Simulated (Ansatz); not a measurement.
## Molecular dynamics of Li

input.yaml

```yaml
crystal:
  lattice:
    - [6.98, 0.0, 0.0]
    - [0.0, 6.98, 0.0]
    - [0.0, 0.0, 6.98]
  atoms:
    - { symbol: Li, position: [0.02024756, 0.08868758, -0.01269883] }
    - { symbol: Li, position: [0.51481065, -0.08190134, -0.15177003] }
    - { symbol: Li, position: [-0.11680465, 0.48230403, 0.04806699] }
    - { symbol: Li, position: [0.06486287, -0.1174508, 0.62460291] }
    - { symbol: Li, position: [0.24809467, 0.14565282, 0.30178786] }
    - { symbol: Li, position: [0.43746498, 0.30910696, 0.02446556] }
    - { symbol: Li, position: [0.56117773, -0.04979566, 0.36720332] }
    - { symbol: Li, position: [0.7628428, 0.19631248, 0.30372453] }
    - { symbol: Li, position: [0.11898993, 0.63107002, 0.37187609] }
    - { symbol: Li, position: [0.29049734, 0.72260369, 0.06441012] }
    - { symbol: Li, position: [0.12938351, 0.28062012, 0.65249397] }
    - { symbol: Li, position: [0.4161852, 0.41628265, 0.42223894] }
    - { symbol: Li, position: [0.79230844, 0.8032045, 0.21314715] }
    - { symbol: Li, position: [0.73088275, 0.09702215, 0.68906705] }
    - { symbol: Li, position: [0.32759892, 0.54639718, 0.73470014] }
    - { symbol: Li, position: [0.72436256, 0.67323177, 0.52895655] }
basis:
  ecutwfc: 420.0
kpoints:
  mp_grid: { grid: [2, 2, 2] }
hamiltonian:
  xc: pbe
  dispersion: d3bj
scf:
  occupations: { method: fermi_dirac, width: 0.16 }
  lower_state_search: "off"
md:
  timestep: 1
  n_steps: 349
  ensemble: nvt_langevin
  temperature: 1440.0
  initial_velocities: maxwell_boltzmann
  seed: 615080
  friction: 0.02
  temperature_schedule:
    - { n_steps: 262, end_temperature: 300.0 }
    - { n_steps: 87, end_temperature: 300.0 }
```

Command:

```bash
$ ansatz run input.yaml --threads 1 --pin off --max-ram 3072MiB --backend cpu --events-out ev --progress --plain --runs-dir out
```

It goes on from the last frame of an earlier run, with new velocities.

Output, in part (step lines):

```
md step     0: t =     0.00 fs  T =  1350.0 K (target 1440.0 K)  F+E_penalty+E_count = -3273.74803777 eV  E_kin = 2.792016 eV  (7 SCF iters)
md step     1: t =     1.00 fs  T =  1351.3 K (target 1437.8 K)  F+E_penalty+E_count = -3273.76925280 eV  E_kin = 2.794659 eV  (6 SCF iters)
md step     2: t =     2.00 fs  T =  1360.3 K (target 1433.5 K)  F+E_penalty+E_count = -3273.79055028 eV  E_kin = 2.813320 eV  (6 SCF iters)
md step     3: t =     3.00 fs  T =  1511.6 K (target 1429.1 K)  F+E_penalty+E_count = -3273.81588171 eV  E_kin = 3.126255 eV  (6 SCF iters)
md step     4: t =     4.00 fs  T =  1373.5 K (target 1424.8 K)  F+E_penalty+E_count = -3273.83607838 eV  E_kin = 2.840677 eV  (6 SCF iters)
md step     5: t =     5.00 fs  T =  1365.3 K (target 1420.4 K)  F+E_penalty+E_count = -3273.83999337 eV  E_kin = 2.823632 eV  (5 SCF iters)
md step     6: t =     6.00 fs  T =  1385.8 K (target 1416.1 K)  F+E_penalty+E_count = -3273.83697677 eV  E_kin = 2.866025 eV  (5 SCF iters)
md step     7: t =     7.00 fs  T =  1416.0 K (target 1411.7 K)  F+E_penalty+E_count = -3273.83014964 eV  E_kin = 2.928568 eV  (5 SCF iters)
[... lines left out ...]
md step   348: t =   348.00 fs  T =   395.4 K (target 300.0 K)  F+E_penalty+E_count = -3275.94624468 eV  E_kin = 0.817771 eV  (5 SCF iters)
md step   349: t =   349.00 fs  T =   373.5 K (target 300.0 K)  F+E_penalty+E_count = -3275.95249591 eV  E_kin = 0.772539 eV  (5 SCF iters)
```

The steps, from the saved trajectory:

```
time (fs)  T (K)  potential energy less start (eV)
      0.0   1350                             0.000
     11.0   1285                            -0.061
     22.0   1235                            -0.143
     33.0   1291                            -0.418
     44.0   1448                            -0.296
     55.0   1322                             0.447
     66.0   1447                            -0.184
     77.0   1564                            -0.847
     88.0   1144                            -0.381
     99.0   1001                            -0.405
    110.0    978                            -0.438
    121.0    847                            -0.475
    132.0    952                            -0.820
    143.0    960                            -0.893
    154.0    964                            -0.793
    165.0   1037                            -0.877
    176.0    830                            -0.983
    187.0    762                            -1.085
    198.0    717                            -1.153
    209.0    653                            -1.319
    220.0    812                            -1.532
    231.0    628                            -1.429
    242.0    481                            -1.254
    253.0    634                            -1.382
    264.0    735                            -1.657
    275.0    664                            -1.866
    286.0    533                            -1.791
    297.0    456                            -1.703
    308.0    425                            -1.880
    319.0    510                            -2.162
    330.0    477                            -2.253
    341.0    327                            -2.194
```

The run went to its last step. The schedule's set-point averaged 395 K over the second half and the system 596 K, so it lags behind the ramp. A run of 0.35 ps of so small a system gives no equilibrium averages. Limits of this set-up: coarse k mesh.

Mean squared displacements from the first frame to the last, about the centre of mass: Li 1.82 Å².

Last frame:

```xyz
16
Lattice="6.9800 0.0000 0.0000 0.0000 6.9800 0.0000 0.0000 0.0000 6.9800" Properties=species:S:1:pos:R:3
Li 0.310 1.351 -1.373
Li 2.848 -1.516 -0.815
Li -2.061 3.120 -0.137
Li -0.650 -1.177 3.703
Li 0.987 -0.261 0.944
Li 1.995 2.181 0.999
Li 1.839 -0.248 3.694
Li 4.138 0.419 1.734
Li -0.293 4.206 1.726
Li 0.465 4.161 -1.078
Li -0.889 1.879 2.928
Li 3.439 4.792 1.858
Li 5.546 6.348 -0.409
Li 3.951 0.978 5.197
Li 1.732 3.556 3.780
Li 4.338 4.294 3.905
```

Run time: 20 min on 1 thread of Arm Neoverse V2, with other jobs on the host, peak memory 0.52 GiB.
